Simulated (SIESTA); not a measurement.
The system is Li2Se.

```
Se Li
1.0
     0.00000    3.00250    3.00250
     3.00250    0.00000    3.00250
     3.00250    3.00250    0.00000
Se Li
1 2
Direct
  0.00000 0.00000 0.00000
  0.75000 0.75000 0.75000
  0.25000 0.25000 0.25000
```

Program: SIESTA 5.4.2. Alike in all runs: task band structure; no spin polarisation; cell as given; k mesh 8 × 8 × 8; smearing fermi-dirac 0.05 eV; grid cutoff 800 Ry; energy shift 0.003 Ry.

Problem. Order these runs on this cell by their pressure, lowest first.
A. level PBEsol; potentials or basis PseudoDojo 0.4 standard (PBEsol files), DZP (energy shift 0.003 Ry; two zetas on semicore shells)
B. level BLYP; potentials or basis PseudoDojo 0.4 standard (PBE files), DZP (energy shift 0.003 Ry; two zetas on semicore shells)
C. level LDA; potentials or basis PseudoDojo 0.4 standard (LDA files), DZP (energy shift 0.003 Ry; two zetas on semicore shells)

Solution. C (-2.0 GPa), A (-0.5 GPa), B (1.3 GPa).

Caveats: the basis of atomic orbitals isn't converged, which shifts pressures, moduli and gaps; the potentials were made for another functional, which shifts forces and pressure (some runs).

Not every run made on this cell is shown here.
